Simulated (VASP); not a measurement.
## CaS (Oldhamite): single point with PBE

CaS (Oldhamite):

```
CELL_PARAMETERS angstrom
0.00000 2.85603 2.85603
2.85603 0.00000 2.85603
2.85603 2.85603 0.00000
ATOMIC_POSITIONS crystal
Ca 0.00000 0.00000 0.00000
S 0.50000 0.50000 0.50000
```

| Item | Value |
| --- | --- |
| Program | VASP 6.6.1 |
| Task | single point |
| Functional | PBE |
| Potentials or basis | VASP PAW PBE potentials, release 64 (Ca_sv, S) |
| Cutoff | 520 eV |
| k mesh | 8 × 8 × 8 |
| Occupations | gaussian, width 0.02 eV |
| Spin | no spin polarisation |
| Dipole correction | no |
| Further INCAR settings | ALGO = Normal; EDIFF = 1e-06; NBANDS = 15 |

```yaml
Pressure: 0.1 GPa
Band_gap_on_the_k_mesh: 2.38 eV, indirect (least direct gap 3.18 eV)
```

Levels at points of the mesh, in eV from the valence-band top:
```
           k point  band 6  band 7  band 8  band 9  band 10  band 11
(0.00, 0.00, 0.00)    0.00    0.00    0.00    4.09     4.17     4.17
(0.50, 0.00, 0.00)   -3.06   -1.14   -1.14    5.20     6.03     6.17
(0.50, 0.50, 0.00)   -2.26   -0.80   -0.80    2.38     5.59     5.97
```

Wall time 9.7 s on 1 thread of Intel(R) Xeon(R) Platinum 8559C (Emerald Rapids), on a shared host, peak memory 0.17 GiB.

A k mesh can miss the band edges.
